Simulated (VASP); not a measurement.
# MoS2 (R-3m) in VASP: further runs

The runs below take MoS2 through relaxation of cell and atoms, single point, with PBEsol, PBE0, PBE.

All numbers are computed with VASP 6.6.1; they aren't measurements. Logs are shortened: lines on timing, memory, paths and dates and some standing lists are left out, and cuts for length are marked.

## 1. Starting point

It takes space group R-3m (No. 166, trigonal). The conventional cell has a = 3.171 Å, b = 3.171 Å, c = 18.345 Å, α = 90.00°, β = 90.00°, γ = 120.00°. Mo (site symmetry -3m) has 6 S at 2.39 Å as nearest neighbours. S (site symmetry 3m) is surrounded by 3 Mo at 2.39 Å.

Measurements of this composition are mostly on another form, of space group No. 194.

## 2. Relaxation of cell and atoms, PBEsol

INCAR reads:

```
SYSTEM = MoS2
PREC = Accurate
ENCUT = 600
EDIFF = 1E-6
ISMEAR = -1
SIGMA = 0.05
LREAL = .False.
LASPH = .True.
NELM = 60
ALGO = Fast
ISIF = 3
LWAVE = .False.
LCHARG = .False.
GGA = PS
IBRION = 2
NSW = 60
EDIFFG = -0.005
```

KPOINTS reads:

```
regular mesh
0
Gamma
  8 8 8
  0 0 0
```

POSCAR reads:

```
MoS2
1.0
    1.5855000000      0.9153888518      6.1149966667
   -1.5855000000      0.9153888518      6.1149966667
    0.0000000000     -1.8307777036      6.1149966667
Mo S
1 2
Direct
    0.0000000000      0.0000000000      0.0000000000
    0.2500000000      0.2500000000      0.2500000000
    0.7500000000      0.7500000000      0.7500000000
```

Potentials or basis: VASP PAW PBE potentials, release 64 (Mo_sv, S).

On the command line:

```
$ cat potpaw_PBE.64/Mo_sv/POTCAR potpaw_PBE.64/S/POTCAR > POTCAR
$ mpirun -np 1 vasp_std > vasp.out
```

OUTCAR:

```text
SYSTEM = MoS2
   PREC = Accurate
   ENCUT = 600
   EDIFF = 1E-6
   ISMEAR = -1
   LREAL = .False.
   LASPH = .True.
   NELM = 60
   ISIF = 3
   GGA = PS
   IBRION = 2
   NSW = 60
   EDIFFG = -0.005

 ion  position               nearest neighbor table
   1  0.000  0.000  0.000-   3 2.39   2 2.39   3 2.39   3 2.39   2 2.39   2 2.39
   2  0.250  0.250  0.250-   1 2.39   1 2.39   1 2.39
   3  0.750  0.750  0.750-   1 2.39   1 2.39   1 2.39

  LATTYP: Found a trigonal (rhomboedric) cell.
 ALAT       =     6.3831756386
 COS(alpha) =     0.8766074614

  Lattice vectors:

 A1 = (   1.5855000000,   0.9153888518,   6.1149966667)
 A2 = (  -1.5855000000,   0.9153888518,   6.1149966667)
 A3 = (   0.0000000000,  -1.8307777036,   6.1149966667)

Analysis of symmetry for initial positions (statically):
=====================================================================
 Subroutine PRICEL returns:
 Original cell was already a primitive cell.

 Routine SETGRP: Setting up the symmetry group for a
 trigonal (rhombohedral) supercell.

 Subroutine GETGRP returns: Found 12 space group operations
 (whereof 12 operations were pure point group operations)
 out of a pool of 12 trial point group operations.

The static configuration has the point symmetry D_3d.

Analysis of symmetry for dynamics (positions and initial velocities):
=====================================================================
 Subroutine PRICEL returns:
 Original cell was already a primitive cell.

 Routine SETGRP: Setting up the symmetry group for a
 trigonal (rhombohedral) supercell.

 Subroutine GETGRP returns: Found 12 space group operations
 (whereof 12 operations were pure point group operations)
 out of a pool of 12 trial point group operations.

The dynamic configuration has the point symmetry D_3d.

 Subroutine INISYM returns: Found 12 space group operations
 (whereof 12 operations are pure point group operations),
 and found     1 'primitive' translations

----------------------------------------------------------------------------------------

                                     Primitive cell

  volume of cell :      53.2500

  direct lattice vectors                    reciprocal lattice vectors
     1.585500000  0.915388852  6.114996667     0.315357931  0.182071986  0.054510796
    -1.585500000  0.915388852  6.114996667    -0.315357931  0.182071986  0.054510796
     0.000000000 -1.830777704  6.114996667     0.000000000 -0.364143973  0.054510796

  length of vectors
     6.383175639  6.383175639  6.383175639     0.368201385  0.368201385  0.368201385

  position of ions in fractional coordinates (direct lattice)
     0.000000000  0.000000000  0.000000000
     0.250000000  0.250000000  0.250000000
     0.750000000  0.750000000  0.750000000

  ion indices of the primitive-cell ions
   primitive index   ion index
                 1           1
                 2           2
                 3           3

----------------------------------------------------------------------------------------

 KPOINTS: regular mesh

Automatic generation of k-mesh.
 Grid dimensions read from file:
 generate k-points for:    8    8    8

 Generating k-lattice:

  Cartesian coordinates                     Fractional coordinates (reciprocal lattice)
     0.039419741  0.022758998  0.006813849     0.125000000  0.000000000  0.000000000
    -0.039419741  0.022758998  0.006813849     0.000000000  0.125000000  0.000000000
     0.000000000 -0.045517997  0.006813849     0.000000000  0.000000000  0.125000000

  Length of vectors
     0.046025173  0.046025173  0.046025173

  Shift w.r.t. Gamma in fractional coordinates (k-lattice)
     0.000000000  0.000000000  0.000000000

 Subroutine IBZKPT returns following result:
 ===========================================

 Found     65 irreducible k-points:

 Following reciprocal coordinates:
            Coordinates               Weight
  0.000000  0.000000  0.000000      1.000000
  0.125000  0.000000  0.000000      6.000000
  0.250000  0.000000  0.000000      6.000000
[... 41 lines left out ...]
 NGX is ok and might be reduce to    54
   NGX = 25   NGY = 25   NGZ = 25

--------------------------------------- Ionic step        1  -------------------------------------------

 number of electron      26.0000000 magnetization

 Free energy of the ion-electron system (eV)
  ---------------------------------------------------
  ext. energy  EPLUGINS =         0.00000000
  ---------------------------------------------------
  free energy    TOTEN  =       -22.58433744 eV

  energy without entropy =      -22.56990659  energy(sigma->0) =      -22.57712202

------------------------ aborting loop because EDIFF is reached ----------------------------------------

  FORCE on cell =-STRESS in cart. coord.  units (eV):
  Direction    XX          YY          ZZ          XY          YZ          ZX
  --------------------------------------------------------------------------------------
  -------------------------------------------------------------------------------------
  Total        0.4591938      0.4591938      2.0068406      0.0000000     -0.0000000      0.0000000
  in kB       13.8161554     13.8161554     60.3815300      0.0000000     -0.0000000      0.0000000
  external PRESSURE =      29.3379470 kB  Pullay stress =       0.0000000 kB
[... 92 lines left out ...]
  FREE ENERGIE OF THE ION-ELECTRON SYSTEM (eV)
  ---------------------------------------------------
  free  energy   TOTEN  =       -22.6091988174 eV

  energy  without entropy=      -22.5946727219  energy(sigma->0) =      -22.60193577

[... ionic steps 4 to 28 ...]

--------------------------------------- Ionic step       29  -------------------------------------------

 number of electron      26.0000002 magnetization

------------------------ aborting loop because EDIFF is reached ----------------------------------------

  FORCE on cell =-STRESS in cart. coord.  units (eV):
  Direction    XX          YY          ZZ          XY          YZ          ZX
  --------------------------------------------------------------------------------------
  -------------------------------------------------------------------------------------
  Total        0.0012643      0.0012643     -0.0006575      0.0000000      0.0000000      0.0000000
  in kB        0.0394384      0.0394384     -0.0205080      0.0000000      0.0000000      0.0000000
  external PRESSURE =       0.0194563 kB  Pullay stress =       0.0000000 kB
[... 59 lines left out ...]
  energy  without entropy=      -22.6174846703  energy(sigma->0) =      -22.62414404

--------------------------------------- Ionic step       31  -------------------------------------------

 number of electron      26.0000002 magnetization

 Free energy of the ion-electron system (eV)
  ---------------------------------------------------
  ext. energy  EPLUGINS =         0.00000000
  ---------------------------------------------------
  free energy    TOTEN  =       -22.63080346 eV

  energy without entropy =      -22.61748642  energy(sigma->0) =      -22.62414494

 E-fermi :   8.1155     XC(G=0): -11.2819

 val. band max:        8.0998009710   @ k =  -0.3750   0.2500   0.0000
 cond. band min:       8.1248728114   @ k =   0.5000   0.3750   0.1250
 fundamental gap:      0.0250718403
 Fermi energy:         8.1154674937

 k-point     1 :       0.0000    0.0000    0.0000
  band No.  band energies     occupation
      1     -53.4645      2.00000
      2     -27.6045      2.00000
      3     -27.4313      2.00000
      4     -27.4313      2.00000
      5      -7.0962      2.00000
      6      -5.4484      2.00000
[... 9 lines left out ...]
     16      11.3891      0.00000
     17      11.3891      0.00000
[... 443 lines left out ...]
      1     -53.4405      2.00000
      2     -27.6580      2.00000
      3     -27.5589      2.00000
      4     -27.4833      2.00000
      5      -6.0879      2.00000
      6      -5.2409      2.00000
[... 9 lines left out ...]
     16      10.7994      0.00000
     17      11.3062      0.00000

 [... further k-points ...]
[... 5 lines left out ...]
  --------------------------------------------------------------------------------------
  -------------------------------------------------------------------------------------
  Total        0.0001765      0.0001765     -0.0130837      0.0000000     -0.0000000      0.0000000
  in kB        0.0055041      0.0055041     -0.4081086      0.0000000     -0.0000000      0.0000000
  external PRESSURE =      -0.1323668 kB  Pullay stress =       0.0000000 kB
[... 18 lines left out ...]
  FREE ENERGIE OF THE ION-ELECTRON SYSTEM (eV)
  ---------------------------------------------------
  free  energy   TOTEN  =       -22.6308034564 eV

  energy  without entropy=      -22.6174864226  energy(sigma->0) =      -22.62414494

 reached required accuracy - stopping structural energy minimisation
```

Wall time 35 min (1 thread of Intel Xeon 6975P-C (Granite Rapids), shared host); peak memory 0.46 GiB.

Results:

```yaml
Free_energy: -22.6308 eV
Relaxed_volume: 17.12 Å³/atom
Relaxed_cell: a = 6.338 Å, b = 6.338 Å, c = 6.338 Å, α = 28.54°, β = 28.54°, γ = 28.54°
Space_group_after_relaxing_to_0.05_Å: R-3m (No. 166)
Energy_gained_by_relaxing: 15.5 meV/atom
Ionic_steps: 31
Pressure_after_relaxing: 0.0 GPa
Largest_force_after_relaxing: 0.004 eV/Å
Band_gap_on_the_k_mesh: none (metal or under the smearing width)
```

Forces in eV/Å, atoms in the order of the input:
```
Mo   0.000  0.000  0.000
S    0.000  0.000 -0.004
S    0.000  0.000  0.004
```

The path:
```
step  energy change (eV)  largest force (eV/Å)  pressure (GPa)  volume (Å³)
   1              0.0000                0.7487            2.93        53.25
   2              0.0296                0.7334           -7.24        55.78
   3             -0.0249                0.1137           -1.47        54.25
   4             -0.0372                0.0741           -0.80        53.50
   5             -0.0405                0.0530           -0.18        52.84
   6             -0.0405                0.0500           -0.18        52.81
   7             -0.0412                0.0826            0.11        52.64
   8             -0.0420                0.1798            0.94        52.12
   9             -0.0421                0.1792            0.95        52.11
  10             -0.0424                0.1752            0.91        52.07
  11             -0.0430                0.1669            0.88        51.99
  12             -0.0441                0.1506            0.78        51.83
  13             -0.0455                0.1190            0.62        51.51
  14             -0.0448                0.0544            0.43        50.86
  15             -0.0458                0.0976            0.56        51.26
  16             -0.0462                0.0505            0.19        51.39
  17             -0.0463                0.0006           -0.22        51.52
  18             -0.0463                0.0146           -0.13        51.48
  19             -0.0463                0.0169           -0.10        51.48
  20             -0.0463                0.0154           -0.10        51.46
  21             -0.0464                0.0133           -0.07        51.42
  22             -0.0464                0.0095            0.07        51.32
  23             -0.0465                0.0127            0.08        51.35
  24             -0.0465                0.0142            0.00        51.38
  25             -0.0465                0.0112            0.01        51.37
  26             -0.0465                0.0108            0.04        51.36
  27             -0.0465                0.0105            0.04        51.35
  28             -0.0465                0.0007           -0.03        51.37
  29             -0.0465                0.0054            0.00        51.36
  30             -0.0465                0.0015           -0.03        51.37
  31             -0.0465                0.0038           -0.01        51.36
```

Final structure:
```cif
data_structure
_symmetry_space_group_name_H-M 'P 1'
_symmetry_Int_Tables_number 1
_cell_length_a 6.3376
_cell_length_b 6.3376
_cell_length_c 6.3376
_cell_angle_alpha 28.541
_cell_angle_beta 28.541
_cell_angle_gamma 28.541
_cell_volume 51.36
loop_
_atom_site_label
_atom_site_type_symbol
_atom_site_fract_x
_atom_site_fract_y
_atom_site_fract_z
_atom_site_occupancy
Mo1 Mo 0.00000 0.00000 0.00000 1
S1 S 0.24562 0.24562 0.24562 1
S2 S 0.75438 0.75438 0.75438 1
```

Caveat: the PAW data sets were made with another functional, which shifts forces and pressure a little.

## 3. Single point, PBE0

POSCAR is that of step 2.

INCAR.step1 reads:

```
SYSTEM = MoS2
PREC = Accurate ; ENCUT = 350
EDIFF = 1E-5 ; ISMEAR = 0
SIGMA = 0.01 ; LREAL = .FALSE.
LASPH = .TRUE. ; NELM = 100
ALGO = Normal ; ISIF = 2
LWAVE = .TRUE. ; NBANDS = 21
NKRED = 1 ; GGA = PE
```

INCAR.step2 reads:

```
SYSTEM = MoS2
PREC = Accurate ; ENCUT = 350
EDIFF = 1E-6 ; ISMEAR = 0
SIGMA = 0.01 ; LREAL = .FALSE.
LASPH = .TRUE. ; NELM = 100
ALGO = Normal ; ISIF = 2
LWAVE = .FALSE. ; LCHARG = .FALSE.
GGA = PE ; LHFCALC = .TRUE.
AEXX = 0.25 ; PRECFOCK = Fast
NBANDS = 21 ; NKRED = 1
ISTART = 1
```

KPOINTS reads:

```
regular mesh
0
G
  3 3 3
  0 0 0
```

Potentials or basis: VASP PAW PBE potentials, release 64 (Mo_sv, S).

On the command line:

```
$ cat potpaw_PBE.64/Mo_sv/POTCAR potpaw_PBE.64/S/POTCAR > POTCAR
$ cp INCAR.step1 INCAR
$ mpirun -np 1 vasp_std > vasp.out
$ cp INCAR.step2 INCAR
$ mpirun -np 1 vasp_std > vasp.out
```

Run time: 2.6 min. Hardware: 1 thread of Intel Xeon 6975P-C (Granite Rapids), shared host; peak memory 0.23 GiB.

The run converged, but some of its settings lie outside the range that counts as converged, so its numbers aren't taken as properties of the crystal.

Results:

| Quantity | Value |
| --- | --- |
| Free energy | -27.6851 eV |
| Pressure | 3.0 GPa |
| Largest force | 0.085 eV/Å |
| Band gap on the k mesh | none (metal or under the smearing width) |

Caveat: the k mesh is coarse (spacing up to 0.77 Å⁻¹), so the values aren't converged, least of all with exact exchange; the PAW data sets were made with another functional, which shifts forces and pressure a little; the cell's inner coordinates are idealised or old, which leaves forces on the atoms.

## 4. Single point, PBE0

POSCAR is that of step 3.

Edit INCAR.step1 of step 3 so:

```diff
@@ -7,2 +7,2 @@
 LWAVE = .TRUE. ; NBANDS = 21
-NKRED = 1 ; GGA = PE
+NKRED = 2 ; GGA = PE
```

Edit INCAR.step2 of step 3 so:

```diff
@@ -9,3 +9,3 @@
 AEXX = 0.25 ; PRECFOCK = Fast
-NBANDS = 21 ; NKRED = 1
+NBANDS = 21 ; NKRED = 2
 ISTART = 1
```

KPOINTS reads:

```
regular mesh
0
G
  4 4 4
  0 0 0
```

On the command line:

```
$ cat potpaw_PBE.64/Mo_sv/POTCAR potpaw_PBE.64/S/POTCAR > POTCAR
$ cp INCAR.step1 INCAR
$ mpirun -np 1 vasp_std > vasp.out
$ cp INCAR.step2 INCAR
$ mpirun -np 1 vasp_std > vasp.out
```

It took 2.4 min on 1 thread of Intel Xeon 6975P-C (Granite Rapids), shared host; peak memory 0.23 GiB.

The run converged, but some of its settings lie outside the range that counts as converged, so its numbers aren't taken as properties of the crystal.

Results:

```
Free energy            : -27.8751 eV
Pressure               : 3.2 GPa
Largest force          : 0.239 eV/Å
Band gap on the k mesh : none (metal or under the smearing width)
```

Caveat: the k mesh is coarse (spacing up to 0.58 Å⁻¹), so the values aren't converged, least of all with exact exchange; the PAW data sets were made with another functional, which shifts forces and pressure a little; the cell's inner coordinates are idealised or old, which leaves forces on the atoms.

## 5. Single point, PBE0

POSCAR is that of step 4.

INCAR.step1 reads:

```
SYSTEM = MoS2
PREC = Accurate ; ENCUT = 300
EDIFF = 1E-5 ; ISMEAR = 0
SIGMA = 0.01 ; LREAL = .FALSE.
LASPH = .TRUE. ; NELM = 100
ALGO = Normal ; ISIF = 2
LWAVE = .TRUE. ; NBANDS = 21
NKRED = 1 ; GGA = PE
```

INCAR.step2 reads:

```
SYSTEM = MoS2
PREC = Accurate ; ENCUT = 300
EDIFF = 1E-6 ; ISMEAR = 0
SIGMA = 0.01 ; LREAL = .FALSE.
LASPH = .TRUE. ; NELM = 100
ALGO = Normal ; ISIF = 2
LWAVE = .FALSE. ; LCHARG = .FALSE.
GGA = PE ; LHFCALC = .TRUE.
AEXX = 0.25 ; PRECFOCK = Fast
NBANDS = 21 ; NKRED = 1
ISTART = 1
```

KPOINTS reads:

```
regular mesh
0
G
  5 5 5
  0 0 0
```

On the command line:

```
$ cat potpaw_PBE.64/Mo_sv/POTCAR potpaw_PBE.64/S/POTCAR > POTCAR
$ cp INCAR.step1 INCAR
$ mpirun -np 1 vasp_std > vasp.out
$ cp INCAR.step2 INCAR
$ mpirun -np 1 vasp_std > vasp.out
```

Run time: 24 min. Hardware: 1 thread of Intel Xeon 6975P-C (Granite Rapids), shared host; peak memory 0.2 GiB.

These settings aren't checked as converged: the numbers below hold their error.

What came out:

```yaml
Free_energy: -27.2604 eV
Pressure: 2.3 GPa
Largest_force: 0.425 eV/Å
Band_gap_on_the_k_mesh: none (metal or under the smearing width)
```

Caveat: the k mesh is coarse (spacing up to 0.46 Å⁻¹), so the values aren't converged, least of all with exact exchange; the cutoff is under 1.25 times the usual one of these potentials, so pressure, stress and relaxed cells hold a basis-set (Pulay) error; the PAW data sets were made with another functional, which shifts forces and pressure a little; the cell's inner coordinates are idealised or old, which leaves forces on the atoms.

## 6. Single point, PBE

INCAR reads:

```
PREC = Accurate
ENCUT = 500
EDIFF = 1E-7
ISMEAR = 0
SIGMA = 0.02
LREAL = False
LASPH = True
NELM = 80
ALGO = Normal
ISIF = 2
LWAVE = False
LCHARG = False
GGA = PE
NBANDS = 20
```

KPOINTS reads:

```
regular mesh
0
Gamma
  5 5 5
```

POSCAR is that of step 5.

Potentials or basis: VASP PAW PBE potentials, release 64 (Mo_sv_GW, S_GW).

On the command line:

```
$ cat potpaw_PBE.64/Mo_sv_GW/POTCAR potpaw_PBE.64/S_GW/POTCAR > POTCAR
$ mpirun -np 1 vasp_std > vasp.out
```

Wall time 71 s (1 thread of Intel Xeon Platinum 8559C (Emerald Rapids), shared host); peak memory 0.34 GiB.

It converged, with:

```yaml
Free_energy: -21.6650 eV
Pressure: 7.4 GPa
Largest_force: 0.923 eV/Å
Band_gap_on_the_k_mesh: none (metal or under the smearing width)
```

Forces in eV/Å, atoms in the order of the input:
```
Mo   0.000  0.000  0.000
S    0.000  0.000 -0.923
S    0.000  0.000  0.923
```

Stress tensor (GPa, compression positive):
```
6.45 0.00 0.00
0.00 6.45 0.00
0.00 0.00 9.22
```

Levels at points of the mesh, in eV from the Fermi level:
```tsv
k point	band 10	band 11	band 12	band 13	band 14	band 15	band 16	band 17
(0.00, 0.00, 0.00)	-1.48	-0.91	-0.70	-0.70	0.04	0.04	3.69	3.69
```

Caveat: the k mesh is coarse (spacing up to 0.46 Å⁻¹), so the values aren't converged; the cell's inner coordinates are idealised or old, which leaves forces on the atoms.

## 7. For comparison

An earlier run on the cell as given: functional PBE; potentials or basis VASP PAW PBE potentials, release 64 (Mo_sv, S); cutoff 520 eV; k mesh 10 × 10 × 10; occupations fermi-dirac, width 0.05 eV; no spin polarisation.

- Pressure: 7.8 GPa
- Largest force: 0.994 eV/Å
- Band gap on the k mesh: none (metal or under the smearing width)

## 8. Summary

| task | level | potentials or basis | cell | k mesh | cutoff (eV) | smearing | ladder | mesh quality | gap on the mesh (eV) | pressure (GPa) | largest force (eV/Å) |
| --- | --- | --- | --- | --- | --- | --- | --- | --- | --- | --- | --- |
| relaxation of cell and atoms | PBEsol | VASP PAW PBE potentials, release 64 (Mo_sv, S) | relaxed | 8 × 8 × 8 | 600 | fermi-dirac 0.05 eV | gaps | not flagged | none | 0.0 | - |
| single point | PBE | VASP PAW PBE potentials, release 64 (Mo_sv_GW, S_GW) | as given | 5 × 5 × 5 | 500 | gaussian 0.02 eV | - | coarse | none | 7.4 | 0.92 |
| single point | PBE | VASP PAW PBE potentials, release 64 (Mo_sv, S) | as given | 10 × 10 × 10 | 520 | fermi-dirac 0.05 eV | - | not flagged | none | 7.8 | 0.99 |

Alike in all rows: no spin polarisation.

Caveats: some runs use coarse meshes; the cell's inner coordinates are idealised or old, which leaves forces on the atoms (some runs); the PAW data sets were made with another functional, which shifts forces and pressure a little (some runs).

Absolute energies hang on the potentials; compare differences alone.
